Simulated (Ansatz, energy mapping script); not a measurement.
# LiNiS2 in the alpha-NaFeO2 structure: exchange couplings from total energies, part 2 of 2

Aim: the exchange couplings of LiNiS2 in the alpha-NaFeO2 structure from the energies of a few collinear orders, and the ordering temperature that they give.

PBE with U = 6 eV on Ni d, ortho-atomic projectors; plane waves, U on orthogonalised atomic orbitals unless named otherwise, collinear spin, no spin–orbit coupling.

So far. Step 4 (Parallel start in cell A (8 atoms)): The run ends ferromagnetic.

### 5. Run 2 (compensated +−; cell A, 8 atoms)

This order reverses 4 of the 6 neighbours at 3.41 Å, counted for an average magnetic atom.

Input file input.yaml:

```yaml
crystal:
  lattice:
    - [-1.703789552, 2.95105007, 0.0]
    - [-5.111368656, -2.95105007, 0.0]
    - [1.703789552, 0.983683357, 5.749163067]
  atoms:
    - { symbol: Li, position: [0.5, 0.5, 0.0] }
    - { symbol: Li, position: [0.0, 0.0, 0.0] }
    - { symbol: Ni, position: [0.5, 0.0, 0.5], spin: 2.0 }
    - { symbol: Ni, position: [0.0, 0.5, 0.5], spin: -2.0 }
    - { symbol: S, position: [0.5, 0.741108149, 0.723324447] }
    - { symbol: S, position: [0.0, 0.241108149, 0.723324447] }
    - { symbol: S, position: [0.5, 0.258891851, 0.276675553] }
    - { symbol: S, position: [0.0, 0.758891851, 0.276675553] }
magnetization:
  spin_polarized: true
kpoints:
  mp_grid: { grid: [7, 5, 4] }
hamiltonian:
  xc: pbe
  hubbard:
    sites:
      - { species: Ni, l: d, u_eff: 6.0 }
      - { site: 2, l: d, u_eff: 6.0, starting_ns: [{ spin: up, occupation_matrix: ni2_major }, { spin: down, occupation_matrix: ni2_minor }] }
      - { site: 3, l: d, u_eff: 6.0, starting_ns: [{ spin: up, occupation_matrix: ni2_minor }, { spin: down, occupation_matrix: ni2_major }] }
    projectors: ortho-atomic
    occupation_matrices:
      ni2_major:
        matrix:
          - [0.993, 0.0, 0.0, 0.0, 0.0]
          - [0.0, 0.964, 0.0, 0.0, 0.021]
          - [0.0, 0.0, 0.964, 0.021, 0.0]
          - [0.0, 0.0, 0.021, 0.976, 0.0]
          - [0.0, 0.021, 0.0, 0.0, 0.976]
      ni2_minor:
        matrix:
          - [0.991, 0.0, 0.0, 0.0, 0.0]
          - [0.0, 0.568, 0.0, 0.0, 0.293]
          - [0.0, 0.0, 0.568, 0.293, 0.0]
          - [0.0, 0.0, 0.293, 0.787, 0.0]
          - [0.0, 0.293, 0.0, 0.0, 0.787]
scf:
  occupations: { method: fermi_dirac, width: 0.05 }
output:
  eigenvalues: true
  write_density: true
  write_potential: true
  elf: true
  volumetric_format: npy
```

Started as:

```console
$ ansatz run input.yaml --threads 4 --pin off --max-ram 8192MiB --backend cpu --events-out ev --progress --plain --runs-dir out
```

Numbers of over 12 decimals in the logs are rounded to 6 here.

The log of the run:

```text
[...]
Crystal: 8 atoms, lattice volume = 115.626 Å³
Basis set: ecut = 420 eV, 2257 PW (Γ)
Bands: 43, of which v1, the nominal top of the filled ones, is band 33 counted from 1 (32 counted from 0)
Symmetry: 4 space group operations
[...]
k-points: 44 of 140
[...]
Starting moments: Σ|m| = 4 μB on 2 of 8 sites
Starting magnetic order: antiferromagnet; a translation exchanges its spin sublattices: spin-degenerate at every k-point
[...]
SCF iter   1: F=—  HF=-15702.072782 eV  |F-HF|=—  |Δ(HF+E_count)|=         —  Δρ=1.43e-1 (↑1.43e-1 ↓1.43e-1)  dr2=4.67e1  dr2_m=8.04e0  M=0.000 μB ∫|m|=1.295 μB  β_m=0.30  ethr=3.10e-3  ⟨swp⟩=7.5  Hψ=7616  notcnv=0  defer=13
[...]
SCF iter  15: F=-15697.243408 eV  HF=-15697.243408 eV  |F-HF|=1.74e-8  |Δ(HF+E_count)|=   1.43e-7  Δρ=2.18e-6 (↑2.18e-6 ↓2.18e-6)  dr2=2.96e-8  dr2_m=1.46e-9  M=0.000 μB ∫|m|=2.963 μB  ethr=1.52e-10  ⟨swp⟩=9.2  Hψ=7513  notcnv=0
SCF 1 converged in 15 iterations: F = -15697.243408 eV  dr2 = 2.96e-8
[...]
SCF converged after 15 iterations
Magnetization: 0.0000 μB (33.0000 up, 33.0000 down)
Absolute magnetization: 2.9615 μB (∫|ρ↑−ρ↓|, with the PAW one-centre terms)
[...]
Per-site moments (μB) at R_I (Å): [(0.021795, 1.043609), (-0.021795, 1.043609), (1.208904, 0.969068), (-1.208904, 0.969068), (0.020563, 0.969068), (-0.020563, 0.969068), (0.020563, 0.969068), (-0.020563, 0.969068)]
Free energy (F): -15697.243408 eV
[...]
Internal energy: -15697.210494 eV  (E = F + TS)
E sigma→0 (E₀):  -15697.226951 eV
Entropy (-TS):   -0.032913 eV (-4.114 meV/atom)
Fermi energy:    8.119909 eV
[...]
--- Specified on-site occupations, and those of the state reported ---
  electrons in the specified blocks: 17.1480 specified, 17.1467 found
[...]
--- Band table (eV; the first three rows and the last of 88) ---
  k-point 0 ↑: bands = [... 29 lower, 7.9251, 8.1408, 8.1460, 8.8304, 8.8803, 10.4667, 10.5025, 12.3317, ... 6 higher]
  k-point 1 ↑: bands = [... 29 lower, 7.1245, 8.0789, 8.0851, 8.4592, 8.7469, 10.3295, 10.3675, 12.5958, ... 6 higher]
  k-point 2 ↑: bands = [... 29 lower, 6.3170, 8.0222, 8.0274, 8.1435, 8.5916, 10.2584, 10.2966, 12.7953, ... 6 higher]
  k-point 43 ↓: bands = [... 29 lower, 6.0093, 6.3304, 6.3688, 8.2210, 8.4365, 10.1021, 10.3048, 12.7210, ... 6 higher]
Occupation matrices written to <dir>
```

Run time: 7.1 s. Hardware: 4 threads of Arm Neoverse V1, shared host; peak memory 0.69 GiB.

Spin moment in the sphere by atom:

```csv
atom,spin moment in the sphere (μB)
Li1,0.02
Li2,-0.02
Ni3,1.21
Ni4,-1.21
S5,0.02
S6,-0.02
S7,0.02
S8,-0.02
```

The run ends antiferromagnetic, 59.53 meV a magnetic atom above the parallel order of its cell (energies taken at zero occupation width, not the printed F).

Spin density in the bc plane at fractional x = 0.000, with atoms of Li and Ni and S within 0.2 Å of it.

Ten even steps from '0' (-3.5 e/Å³) to '9' (0.0 e/Å³), each cell a mean:
```
9999999999999999
9999999999999999
9999999999999999
9999999999999999
9999999999999999
9999999999999999
9999999879999999
9999999407999999
9999999538999999
9999999999999999
9999999999999999
9999999999999999
9999999999999999
9999999999999999
9999999999999999
9999999999999999
```
Columns run along b (5.9 Å), rows up along c (6.1 Å). Atoms in or near the plane, at fractional coordinates: Li at (0.00, 0.00), Ni at (0.50, 0.50), S at (0.24, 0.72), S at (0.76, 0.28).

ELF in the bc plane at fractional x = 0.000, with atoms of Li and Ni and S within 0.2 Å of it. It is the smooth field of the valence electrons, not physical close to the nuclei.

Ten even steps from '0' (0.25 × 1e-1) to '9' (9.86 × 1e-1), each cell a mean:
```
8214676300000019
0168888610000001
1588888620000000
3774268610000000
4761168411110000
4775685122110000
3677751243210000
1344312464212221
1011113542146663
2000012321587776
2000111115862476
1000110137830486
0000000048865784
0000000047888861
6300000026887511
9600111012443018
```
Columns run along b (5.9 Å), rows up along c (6.1 Å). Atoms in or near the plane, at fractional coordinates: Li at (0.00, 0.00), Ni at (0.50, 0.50), S at (0.24, 0.72), S at (0.76, 0.28).

### 6. The fit

Each energy difference is a sum of couplings weighted by the pairs that the order reverses. A few near shells are fitted to the differences by least squares. Energies are those extrapolated to zero occupation width, not the free energies F.

Energies from the parallel order of the same cell:

```csv
order,atoms,energy (meV a magnetic atom),moments (μB),moments kept as typed,opposed neighbours at 3.41 Å
parallel,8,0.00,1.22,yes,0
compensated +−,8,59.53,1.21,yes,4
```

The Heisenberg fit (each pair counts twice, positive J is ferromagnetic):

```csv
pair,distance (Å),neighbours,J (meV)
Ni–Ni,3.41,6,7.44
```

These orders cannot tell some unfitted shells from fitted ones: the value at 3.41 Å holds J(3.41) + J(5.90) + J(6.08); other unfitted shells add to the values wholly or in part. No temperature is drawn.

Limits of this fit: one energy difference fixes this value, which holds the part of every shell that the order reverses.

### 7. Summary of results

```json
{"lowest order tried": "parallel", "largest fitted value (a combination of shells), Ni–Ni at 3.41 Å": "7.44 meV"}
```

In words: Of the orders tried, LiNiS2 in the alpha-NaFeO2 structure prefers parallel moments under PBE+U (6 eV). How the layers stack magnetically is not fixed by these couplings. Orders that were not tried, spirals among them, may lie lower. The largest fitted value is 7.4 meV, at 3.41 Å. It is a combination of shells that these orders cannot split, so neither its size nor its sign can be laid on that pair alone. The orders also reverse pairs at 5.90 and 6.08 Å, which are not fitted, so the fitted values hold their part too. No fitted order reverses the pairs at 6.82 and 6.97 Å, so their coupling is unknown and is set to zero in the model. 1 energy difference fixes 1 coupling with none to spare, so the fit tests nothing. In the fitted orders moments change by up to 0.51 % against the parallel run of the same cell, so their size stays put. Every order is gapless on its mesh at this level. In a metal exchange reaches farther, and a short model of fixed moments is less apt; where the compound is in fact an insulator, these couplings come from a wrongly metallic state. With a near shell that the orders cannot separate, no temperature is given. The cell was built from a prototype and relaxed; a distortion that needs a larger cell, or another structure that the compound may prefer, is not captured.

[Logs and program files are shortened in this print: banners, set-up blocks, solver, clock and traceback lines can be left out without a mark of their own.]

[Logs are printed without paths, hosts, clocks, repeated set-up lines and the standing remarks that a program may print on its own settings, such as how far it seeks lower states.]

[Hosts, paths, dates, database ids (printed as entryN), source tags and the programs' standing remarks are cut or masked in the printed files.]

[Where a cell is said to come from a database of computed structures, the database is the Materials Project.]
